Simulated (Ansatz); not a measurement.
# HfO2 (P2_1/c): the host for defect calculations, part 2 of 2

Aim: the runs on the perfect crystal HfO2 (P2_1/c) that a defect calculation needs first.

Ansatz 0.2.0; plane-wave PAW DFT, PBEsol; relaxation of the host's cell and atoms; PAW set soft_1 (the session's first sound run).

So far. Step 3 (Dielectric tensors of the host): The principal values of the electronic dielectric tensor are 4.69, 5.07 and 5.10. The principal values of the static dielectric tensor are 14.94, 18.84 and 20.97.

## Step 4: Defect free supercell relaxed in its symmetry

This cell, the one that will hold the defects, is built from the relaxed host. Its coarser k-points can move the atoms a little, so it is relaxed from the symmetric sites, as the reference for the test of stability.

This step: plane-wave PAW DFT, PBEsol; relaxation of the defect-free supercell in its symmetry; PAW set soft_1 (Ansatz 0.2.0).

System of this step: HfO2 (P2_1/c). The cell holds 96 atoms: 32 Hf and 64 O. Cell: a = 10.192 Å, b = 10.355 Å, c = 10.542 Å, α = 90.0°, β = 99.6°, γ = 90.0°.

The input, pristine.symmetric/input.yaml:

```yaml
crystal:
  lattice:
    - [10.1921241429, 0.0, -0.0032967114]
    - [0.0, 10.3550610872, 0.0]
    - [-1.7563542387, 0.0, 10.3946742571]
  atoms:
    - { symbol: Hf, position: [0.1385773138, 0.228511038, 0.3540935296] }
    - { symbol: Hf, position: [0.3614226862, 0.478511038, 0.3959064704] }
    - { symbol: Hf, position: [0.3614226862, 0.271488962, 0.1459064704] }
    - { symbol: Hf, position: [0.1385773138, 0.021488962, 0.1040935296] }
    - { symbol: O, position: [0.2235658705, 0.3708982996, 0.4900109196] }
    - { symbol: O, position: [0.2764341295, 0.1208982996, 0.2599890804] }
    - { symbol: O, position: [0.2764341295, 0.1291017004, 0.0099890804] }
    - { symbol: O, position: [0.2235658705, 0.3791017004, 0.2400109196] }
    - { symbol: O, position: [0.0356475312, 0.1687329528, 0.1703912172] }
    - { symbol: O, position: [0.4643524688, 0.4187329528, 0.0796087828] }
    - { symbol: O, position: [0.4643524688, 0.3312670472, 0.3296087828] }
    - { symbol: O, position: [0.0356475312, 0.0812670472, 0.4203912172] }
    - { symbol: Hf, position: [0.1385773138, 0.228511038, 0.8540935297] }
    - { symbol: Hf, position: [0.3614226862, 0.478511038, 0.8959064704] }
    - { symbol: Hf, position: [0.3614226862, 0.271488962, 0.6459064704] }
    - { symbol: Hf, position: [0.1385773138, 0.021488962, 0.6040935296] }
    - { symbol: O, position: [0.2235658705, 0.3708982996, 0.9900109196] }
    - { symbol: O, position: [0.2764341295, 0.1208982996, 0.7599890804] }
    - { symbol: O, position: [0.2764341295, 0.1291017004, 0.5099890804] }
    - { symbol: O, position: [0.2235658705, 0.3791017004, 0.7400109196] }
    - { symbol: O, position: [0.0356475312, 0.1687329528, 0.6703912171] }
    - { symbol: O, position: [0.4643524688, 0.4187329528, 0.5796087829] }
    - { symbol: O, position: [0.4643524688, 0.3312670472, 0.8296087829] }
    - { symbol: O, position: [0.0356475312, 0.0812670472, 0.9203912172] }
    - { symbol: Hf, position: [0.1385773138, 0.728511038, 0.3540935296] }
    - { symbol: Hf, position: [0.3614226862, 0.978511038, 0.3959064704] }
    - { symbol: Hf, position: [0.3614226862, 0.771488962, 0.1459064704] }
    - { symbol: Hf, position: [0.1385773138, 0.521488962, 0.1040935296] }
    - { symbol: O, position: [0.2235658705, 0.8708982996, 0.4900109196] }
    - { symbol: O, position: [0.2764341295, 0.6208982996, 0.2599890804] }
[... 60 atom lines left out ...]
    - { symbol: O, position: [0.7764341295, 0.6291017004, 0.5099890804] }
    - { symbol: O, position: [0.7235658705, 0.8791017004, 0.7400109196] }
    - { symbol: O, position: [0.5356475312, 0.6687329528, 0.6703912171] }
    - { symbol: O, position: [0.9643524688, 0.9187329528, 0.5796087829] }
    - { symbol: O, position: [0.9643524688, 0.8312670472, 0.8296087829] }
    - { symbol: O, position: [0.5356475312, 0.5812670472, 0.9203912172] }
basis:
  ecutwfc: 420
  xc_grid: 2
hamiltonian:
  xc: pbesol
  pseudopotentials: { kind: paw, azcp: { folder: soft_1 }, xc_functional: pbe }
kpoints:
  mp_grid: { grid: [1, 1, 1] }
scf:
  occupations: { method: fermi_dirac, width: 0.01 }
  max_iter: 100
  lower_state_search: "off"
output:
  forces: true
relax:
  f_tol: 0.015
  max_steps: 60
  escape_saddle: false
checkpoint:
  write: "../pristine.symmetric.run"
  compress: false
  write_wavefunctions: false
  write_every: 100000
```

Run with:

```bash
ansatz run input.yaml --threads 32 --pin off --max-ram 84787MiB --backend cuda --events-out ev --progress --plain --runs-dir out --max-vram 78GiB
```

Numbers of over 12 decimals in the logs are rounded to 6 here.

What it wrote:

```text
[...]
device memory: the entry about to start is reckoned to put 4.2 GiB on a device that reports 182.5 GiB free (of which the cap on the GPU budget leaves the run 78.0 GiB)
GPU FFT provider: cuFFT
GPU libraries: cuBLAS 13.8.1, cuFFT 12.4.0, cuSOLVER 12.3.2
GPU matrix products: emulated (plane waves: as basis.precision tells), large ones in fixed point in workspaces of 1.00 GiB
Crystal: 96 atoms, lattice volume = 1096.995 Å³
Basis set: ecut = 420 eV, 21487 PW (Γ), exchange–correlation on 144×144×144 points (8 copies of the dense FFT grid, shifted against one another)
Bands: 730, of which v1, the nominal top of the filled ones, is band 608 counted from 1 (607 counted from 0)
Symmetry: 32 space group operations
[...]
k-points: 1
[...]
GPU buffer pool allocated for 373248 grid points (all kernels)
GPU transforms: local potential and band sums: pruned to the plane-wave sphere, on 72×72×72
[...]
SCF iter   1: F=—  HF=-535257.853435 eV  |Δ(HF+E_count)|=         —  Δρ=9.32e-2  dr2=7.78e1  Hψ=2163
[...]
SCF iter  10: F=-535233.778017 eV  HF=-535233.778016 eV  |Δ(HF+E_count)|=   1.08e-5  Δρ=1.34e-5  dr2=2.13e-6  Hψ=3176
SCF 1 converged in 10 iterations: F = -535233.778017 eV  dr2 = 2.13e-6
[...]
relax step   1: F+E_penalty+E_count = -535233.77801725 eV  Δ(F+E_penalty+E_count) = +0.000e0 eV  max|allowed force component| = 1.112e-2 eV/Å  Δτ_max = 0.0000 Å  (10 SCF iters, dr2 threshold 5.63e-6 eV, accepted)
[...]
SCF iter   4: F=-535233.778018 eV  HF=-535233.778018 eV  |Δ(HF+E_count)|=   1.71e-7  Δρ=1.51e-6  dr2=2.34e-8  Hψ=3116
SCF 2 converged in 4 iterations: F = -535233.778018 eV  dr2 = 2.34e-8
relax step   2: F+E_penalty+E_count = -535233.77801802 eV  Δ(F+E_penalty+E_count) = -7.732e-7 eV  max|allowed force component| = 1.111e-2 eV/Å  Δτ_max = 0.0000 Å  (4 SCF iters, accepted)
SCF converged after 4 iterations
Free energy (F): -535233.778018 eV
[...]
Internal energy: -535233.778018 eV  (E = F + TS)
E sigma→0 (E₀):  -535233.778018 eV
Fermi energy:    14.982627 eV
[...]
--- Forces (eV/Å), atoms counted from 1 ---
  atom   1  Hf    -0.01021601    -0.00855105    -0.00834951
  atom   2  Hf     0.01021601    -0.00855105     0.00834951
  atom   3  Hf     0.01021601     0.00855105     0.00834951
  atom   4  Hf    -0.01021601     0.00855105    -0.00834951
  atom   5  O     -0.00879871    -0.00194011    -0.00145439
  atom   6  O      0.00879871    -0.00194011     0.00145439
  [... 90 more lines of this table ...]
  max |Σ_I F_I| component: 2.43e-17 eV/Å
--- Relaxed structure (2 steps of the walk, 2 accepted, 0 SCFs on fresh bases) ---
  F+E_penalty+E_count = -535233.77801802 eV   max|allowed force component| = 1.111e-2 eV/Å
  atoms:
    - { symbol: Hf, position: [0.138577, 0.228511, 0.354094] }
    - { symbol: Hf, position: [0.361423, 0.478511, 0.395906] }
    - { symbol: Hf, position: [0.361423, 0.271489, 0.145906] }
    - { symbol: Hf, position: [0.138577, 0.021489, 0.104094] }
    - { symbol: O, position: [0.223566, 0.370898, 0.490011] }
    - { symbol: O, position: [0.2764341295, 0.120898, 0.2599890804] }
  [... 90 more lines of this table ...]
```

The job ended after 3.2 s (1 × NVIDIA GB200 with 32 threads of Arm Neoverse V2, shared host; peak memory 1 GiB).

Hardly anything moved in the relaxation; the energy changed by under 0.2 meV an atom.

## Step 5: Defect free supercell relaxed from displaced atoms

This step: plane-wave PAW DFT, PBEsol; relaxation of the defect-free supercell from random displacements, a test of the host's stability; PAW set soft_1 (Ansatz 0.2.0).

pristine.rattled/input.yaml, as its differences from pristine.symmetric/input.yaml of step 4:

```diff
@@ -59,6 +59,6 @@
   f_tol: 0.015
-  max_steps: 60
-  escape_saddle: false
+  max_steps: 120
+  random_displacement: { amplitude: 0.06, seed: 6850 }
 checkpoint:
-  write: "../pristine.symmetric.run"
+  write: "../pristine.rattled.run"
   compress: false
```

What it wrote:

```text
[...]
Crystal: 96 atoms, lattice volume = 1096.995 Å³
Basis set: ecut = 420 eV, 21487 PW (Γ), exchange–correlation on 144×144×144 points (8 copies of the dense FFT grid, shifted against one another)
Bands: 730, of which v1, the nominal top of the filled ones, is band 608 counted from 1 (607 counted from 0)
Symmetry: 1 space group operations
k-points: 1
[...]
SCF iter   1: F=—  HF=-535255.341636 eV  |Δ(HF+E_count)|=         —  Δρ=9.36e-2  dr2=7.91e1  Hψ=2163
[...]
SCF iter   2: F=—  HF=-535237.129777 eV  |Δ(HF+E_count)|=    1.82e1  Δρ=4.19e-2  dr2=1.82e1  Hψ=1422
[...]
SCF iter  11: F=-535230.812635 eV  HF=-535230.812635 eV  |Δ(HF+E_count)|=   1.90e-6  Δρ=1.53e-5  dr2=2.30e-6  Hψ=3393
SCF 1 converged in 11 iterations: F = -535230.812635 eV  dr2 = 2.30e-6
[...]
relax step   1: F+E_penalty+E_count = -535230.81263455 eV  Δ(F+E_penalty+E_count) = +0.000e0 eV  max|allowed force component| = 2.261e0 eV/Å  Δτ_max = 0.0000 Å  (11 SCF iters, dr2 threshold 5.63e-6 eV, accepted)
[...]
relax step   2: F+E_penalty+E_count = -535232.86883654 eV  Δ(F+E_penalty+E_count) = -2.056e0 eV  max|allowed force component| = 1.131e0 eV/Å  Δτ_max = 0.1122 Å  (7 SCF iters, dr2 threshold 1.00e-4 eV, accepted)
relax step   3: F+E_penalty+E_count = -535233.77693530 eV  Δ(F+E_penalty+E_count) = -9.081e-1 eV  max|allowed force component| = 3.463e-2 eV/Å  Δτ_max = 0.0842 Å  (6 SCF iters, dr2 threshold 7.99e-5 eV, accepted)
relax step   4: F+E_penalty+E_count = -535233.77697608 eV  Δ(F+E_penalty+E_count) = -4.078e-5 eV  max|allowed force component| = 3.382e-2 eV/Å  Δτ_max = 0.0000 Å  (6 SCF iters, accepted)
[...]
SCF iter   1: F=—  HF=-535233.770453 eV  |Δ(HF+E_count)|=         —  Δρ=5.30e-4  dr2=1.58e-3  Hψ=1322
[...]
SCF iter   2: F=—  HF=-535233.770312 eV  |Δ(HF+E_count)|=   1.41e-4  Δρ=2.72e-4  dr2=3.82e-4  Hψ=840
[...]
SCF iter   7: F=-535233.778668 eV  HF=-535233.778668 eV  |Δ(HF+E_count)|=   1.08e-7  Δρ=1.18e-6  dr2=1.54e-8  Hψ=2997
SCF 5 converged in 7 iterations: F = -535233.778668 eV  dr2 = 1.54e-8
relax step   5: F+E_penalty+E_count = -535233.77866812 eV  Δ(F+E_penalty+E_count) = -1.692e-3 eV  max|allowed force component| = 2.440e-3 eV/Å  Δτ_max = 0.0075 Å  (7 SCF iters, accepted)
SCF converged after 7 iterations
Free energy (F): -535233.778668 eV
[...]
Internal energy: -535233.778668 eV  (E = F + TS)
E sigma→0 (E₀):  -535233.778668 eV
Fermi energy:    14.981456 eV
[...]
--- Forces (eV/Å), atoms counted from 1 ---
  atom   1  Hf     0.00000055     0.00052260     0.00099582
  atom   2  Hf    -0.00070351    -0.00160872    -0.00077835
  atom   3  Hf    -0.00121233     0.00243871    -0.00089458
  atom   4  Hf     0.00126964     0.00169250     0.00086229
  atom   5  O     -0.00016112    -0.00025154    -0.00128051
  atom   6  O      0.00018903    -0.00126851     0.00102296
  [... 90 more lines of this table ...]
  max |Σ_I F_I| component: 1.59e-4 eV/Å
--- Relaxed structure (5 steps of the walk, 5 accepted, 0 SCFs on fresh bases) ---
  F+E_penalty+E_count = -535233.77866812 eV   max|allowed force component| = 2.440e-3 eV/Å
  atoms:
    - { symbol: Hf, position: [0.137942, 0.228463, 0.353880] }
    - { symbol: Hf, position: [0.360818, 0.478471, 0.395757] }
    - { symbol: Hf, position: [0.360818, 0.271588, 0.145752] }
    - { symbol: Hf, position: [0.137934, 0.021586, 0.103887] }
    - { symbol: O, position: [0.222850, 0.370938, 0.489803] }
    - { symbol: O, position: [0.275904, 0.120938, 0.259838] }
  [... 90 more lines of this table ...]
```

The job ended after 6.6 s (1 × NVIDIA GB200 with 32 threads; peak memory 1.1 GiB).

The steps of the relaxation:

| step | energy less that of the first step (eV) | largest force component (eV/Å) |
| --- | --- | --- |
| 1 | 0.0000 | 2.2611 |
| 2 | -2.0562 | 1.1306 |
| 3 | -2.9643 | 0.0346 |
| 4 | -2.9643 | 0.0338 |
| 5 | -2.9660 | 0.0024 |

The relaxation ends 31 meV an atom lower than the displaced start, with a largest force component of 0.0024 eV/Å.

## Step 6: Host on a dense mesh

This step: plane-wave PAW DFT, PBEsol; single point of the defect-free host, a test of the k-point sampling; PAW set soft_1 (Ansatz 0.2.0).

System of this step: HfO2 (P2_1/c). The structure is monoclinic, space group P2_1/c (No. 14). The conventional cell has a = 5.096 Å, b = 5.178 Å, c = 5.271 Å, α = 90.00°, β = 99.61°, γ = 90.00°. Nearest to Hf lie 7 O at 2.04 to 2.23 Å. Nearest to O lie 4 Hf at 2.14 to 2.23 Å. Nearest to O lie 3 Hf at 2.04 to 2.13 Å. Farther neighbours and most contacts between anions are not listed.

The input, dense/input.yaml:

```yaml
crystal:
  lattice:
    - [5.0960620715, 0.0, -0.0016483557]
    - [0.0, 5.1775305436, 0.0]
    - [-0.8781771194, 0.0, 5.1973371285]
  atoms:
    - { symbol: Hf, position: [0.2771546276, 0.4570220761, 0.7081870593] }
    - { symbol: Hf, position: [0.7228453724, 0.9570220761, 0.7918129407] }
    - { symbol: Hf, position: [0.7228453724, 0.5429779239, 0.2918129407] }
    - { symbol: Hf, position: [0.2771546276, 0.0429779239, 0.2081870593] }
    - { symbol: O, position: [0.447131741, 0.7417965992, 0.9800218393] }
    - { symbol: O, position: [0.552868259, 0.2417965992, 0.5199781607] }
    - { symbol: O, position: [0.552868259, 0.2582034008, 0.0199781607] }
    - { symbol: O, position: [0.447131741, 0.7582034008, 0.4800218393] }
    - { symbol: O, position: [0.0712950624, 0.3374659056, 0.3407824343] }
    - { symbol: O, position: [0.9287049376, 0.8374659056, 0.1592175657] }
    - { symbol: O, position: [0.9287049376, 0.6625340944, 0.6592175657] }
    - { symbol: O, position: [0.0712950624, 0.1625340944, 0.8407824343] }
basis:
  ecutwfc: 420
  xc_grid: 2
hamiltonian:
  xc: pbesol
  pseudopotentials: { kind: paw, azcp: { folder: soft_1 }, xc_functional: pbe }
kpoints:
  mp_grid: { grid: [6, 6, 6] }
scf:
  occupations: { method: fermi_dirac, width: 0.01 }
  max_iter: 100
  lower_state_search: "off"
checkpoint:
  write: "../dense.run"
  compress: false
  write_wavefunctions: false
  write_every: 100000
```

Run with:

```bash
ansatz run input.yaml --threads 32 --pin off --max-ram 84787MiB --backend cpu --events-out ev --progress --plain --runs-dir out
```

What it wrote:

```text
[...]
Crystal: 12 atoms, lattice volume = 137.124 Å³
Basis set: ecut = 420 eV, 2689 PW (Γ), exchange–correlation on 72×72×72 points (8 copies of the dense FFT grid, shifted against one another)
Bands: 88, of which v1, the nominal top of the filled ones, is band 76 counted from 1 (75 counted from 0)
Symmetry: 4 space group operations
[...]
k-points: 80 of 216
[...]
SCF iter   1: F=—  HF=-66907.278389 eV  |Δ(HF+E_count)|=         —  Δρ=9.33e-2  dr2=9.75e0  Hψ=21651
[...]
SCF iter  11: F=-66904.260422 eV  HF=-66904.260422 eV  |Δ(HF+E_count)|=   1.74e-7  Δρ=3.92e-6  dr2=2.10e-8  Hψ=20239
SCF 1 converged in 11 iterations: F = -66904.260422 eV  dr2 = 2.10e-8
[...]
SCF converged after 11 iterations
Free energy (F): -66904.260422 eV
[...]
Internal energy: -66904.260422 eV  (E = F + TS)
E sigma→0 (E₀):  -66904.260422 eV
Fermi energy:    14.981108 eV
[...]
```

The job ended after 4.3 s (32 threads; peak memory 1.8 GiB; 91 s of CPU time).

## Step 7: Defect free supercell at the zone centre

The supercell is run at the zone centre, to see how far that sampling misses the dense mesh.

System of this step: HfO2 (P2_1/c). The cell holds 96 atoms: 32 Hf and 64 O. Cell: a = 10.192 Å, b = 10.355 Å, c = 10.542 Å, α = 90.0°, β = 99.6°, γ = 90.0°.

pristine.sampling_gamma/input.yaml, as its differences from pristine.rattled/input.yaml of step 5:

```diff
@@ -55,10 +55,4 @@
   lower_state_search: "off"
-output:
-  forces: true
-relax:
-  f_tol: 0.015
-  max_steps: 120
-  random_displacement: { amplitude: 0.06, seed: 6850 }
 checkpoint:
-  write: "../pristine.rattled.run"
+  write: "../pristine.sampling_gamma.run"
   compress: false
```

Run with:

```bash
ansatz run input.yaml --threads 32 --pin off --max-ram 84787MiB --backend cuda --events-out ev --progress --plain --runs-dir out --max-vram 78GiB
```

What it wrote:

```text
[...]
GPU FFT provider: cuFFT
GPU libraries: cuBLAS 13.8.1, cuFFT 12.4.0, cuSOLVER 12.3.2
[...]
Crystal: 96 atoms, lattice volume = 1096.995 Å³
Basis set: ecut = 420 eV, 21487 PW (Γ), exchange–correlation on 144×144×144 points (8 copies of the dense FFT grid, shifted against one another)
Bands: 704, of which v1, the nominal top of the filled ones, is band 608 counted from 1 (607 counted from 0)
Symmetry: 32 space group operations
[...]
k-points: 1
[...]
GPU buffer pool allocated for 373248 grid points (all kernels)
[...]
SCF iter   1: F=—  HF=-535257.859317 eV  |Δ(HF+E_count)|=         —  Δρ=9.32e-2  dr2=7.78e1  Hψ=2137
[...]
SCF iter  12: F=-535233.778018 eV  HF=-535233.778018 eV  |Δ(HF+E_count)|=   1.15e-7  Δρ=1.51e-6  dr2=1.78e-8  Hψ=2002
SCF 1 converged in 12 iterations: F = -535233.778018 eV  dr2 = 1.78e-8
[...]
SCF converged after 12 iterations
Free energy (F): -535233.778018 eV
[...]
Internal energy: -535233.778018 eV  (E = F + TS)
E sigma→0 (E₀):  -535233.778018 eV
Fermi energy:    14.982631 eV
[...]
```

Elapsed: 2.2 s, on 1 × NVIDIA GB200 with 32 threads; peak memory 1 GiB.

## Step 8: Outcome

```
primitive cell vectors, lengths                                      : 5.096, 5.178, 5.271 Å
electronic dielectric constant                                       : principal values (4.69, 5.07, 5.10)
static dielectric constant                                           : principal values (14.94, 18.84, 20.97)
gap on the k-mesh of the response run (PBEsol)                       : 4.03 eV
supercell relaxed in its symmetry less the displaced and relaxed one : 0.001 eV
energy an atom at the zone centre alone less that on the dense mesh  : 0.003 eV
```

What this shows: Step 5: The energy fell by 2.966 eV from the randomly displaced start; the atoms end within 0.005 Å of the sites as typed, once the mean shift is taken out. The displaced cell ends within 0.01 eV of the symmetric one relaxed in its symmetry, so no lower structure shows in this supercell. The k-mesh can miss the band edges, so this gap is an upper bound at this level. All at zero temperature.

[Logs are printed without paths, hosts, clocks, repeated set-up lines and the standing remarks that a program may print on its own settings, such as how far it seeks lower states.]

[Hosts, paths, dates, database ids (printed as entryN), source tags and the programs' standing remarks are cut or masked in the printed files.]

[Runs of the host that timed out are not shown.]

[For some hosts the program warned that the k-mesh of the response run may be too coarse for force constants and the static dielectric constant; such warnings are not always shown.]
